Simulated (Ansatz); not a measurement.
## How Ti$_{2}$C stores the work of compression

Method: Ansatz, DFT r2SCAN, scalar-relativistic, plane waves, PAW. (500 eV cutoff, 18×18×18 k-mesh, Gaussian smearing of 0.10 eV, no spin polarisation)

Reference structure (relaxed):

```xyz
3
Lattice="1.5390 0.8885 4.8209 -1.5390 0.8885 4.8209 0.0000 -1.7771 4.8209" Properties=species:S:1:pos:R:3 pbc="T T T"
Ti    0.0000    0.0000    3.5464
Ti    0.0000    0.0000   10.9162
C     0.0000    0.0000    7.2313
```

Cell and atoms were relaxed at each target pressure within the start's symmetry (R-3m), at zero temperature; other phases can be more stable under pressure. H = E + PV with P the target; E is the free energy at the smearing used, whose derivative the pressure is, per atom and counted from zero pressure.

| P (GPa) | V (Å³/atom) | E − E0 (meV) | H − H0 (meV) |
| --- | --- | --- | --- |
| 0 | 13.184 | 0.0 | 0.0 |
| 3 | 12.921 | 2.4 | 244.4 |
| 8 | 12.534 | 15.6 | 641.4 |
| 15 | 12.080 | 47.8 | 1178.8 |
| 30 | 11.327 | 151.6 | 2272.6 |

Thermodynamics gives dH/dP = V along a relaxed path. Integrate V over P by the trapezoid rule and compare with the computed enthalpies.

With 1 eV/Å³ = 160.22 GPa, each step adds the mean volume times ΔP / 160.22:
```csv
P (GPa),∫V dP (meV),H − H0 (meV),difference (meV)
3,244.4,244.4,0.0
8,641.6,641.4,0.2
15,1179.3,1178.8,0.5
30,2275.0,2272.6,2.4
```

V(P) curves upward, so the trapezoid rule runs high; integrating a smooth curve through the same points (P as a polynomial of degree 4 in ln V) puts that excess at about 2.3 meV at 30 GPa, against the 2.4 meV found.

At 30 GPa, how much of the enthalpy change is stored energy and how much is the PV term?

E rises by 152 meV/atom and PV is 30 × 11.327 / 160.22 = 2121 meV/atom, so PV makes 93 % of ΔH. So between rival structures at high pressure a small difference in volume can outweigh the difference in energy: 1 % of this volume is worth 21.2 meV/atom at this pressure.

What bulk modulus do the lowest pressures give?

From the pressures that the runs reached, -3.01 GPa (13.488 Å³) and 3.00 GPa (12.921 Å³), B = −ΔP/Δln V = 6.01 / 0.0429 = 140 GPa, a mean over that range.